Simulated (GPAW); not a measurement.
Crystal: Ge.

```
CELL_PARAMETERS angstrom
-2.57449 2.57449 1.39741
2.57449 -2.57449 1.39741
2.57449 2.57449 -1.39741
ATOMIC_POSITIONS crystal
Ge 0.50000 0.50000 0.00000
Ge 0.25000 0.75000 0.50000
```

This isn't the form of Ge at room conditions, which is diamond.

| Property | Result |
| --- | --- |
| Program | GPAW 26.7.0 |
| Task | relaxation of cell and atoms |
| Functional | BLYP |
| Dispersion | D3(BJ) |
| Potentials or basis | PAW data sets generated in the run's folder for this functional |
| Cutoff | 600 eV |
| Basis | pw |
| k mesh | 11 × 11 × 11 |
| Occupations | fermi-dirac, width 0.05 eV |
| Spin | no spin polarisation |

At the start: pressure 2.5 GPa; volume 18.52 Å³/atom.

Problem. Where does the relaxation end?

Solution. Over 5 steps the energy falls by 5.0 meV/atom and the volume is 19.19 Å³/atom (+3.6 %); space group I4_1/amd (No. 141, to 0.05 Å).

Step by step:
```csv
step,energy change (eV),largest force (eV/Å),pressure (GPa),volume (Å³)
1,0.0000,0.0000,2.50,37.05
2,-0.0024,0.0000,2.16,37.21
3,-0.0060,0.0000,1.55,37.51
4,-0.0090,0.0000,0.76,37.92
5,-0.0101,0.0000,-0.07,38.38
```

Final structure:
```xyz
2
Lattice="-2.6061 2.6061 1.4129 2.6061 -2.6061 1.4129 2.6061 2.6061 -1.4129" Properties=species:S:1:pos:R:3 pbc="T T T"
Ge    0.0000    0.0000    1.4129
Ge    2.6061    0.0000    0.7064
```

Caveat: later steps reuse the first step's grids; pairwise dispersion overbinds metals, which lowers pressure and volume.
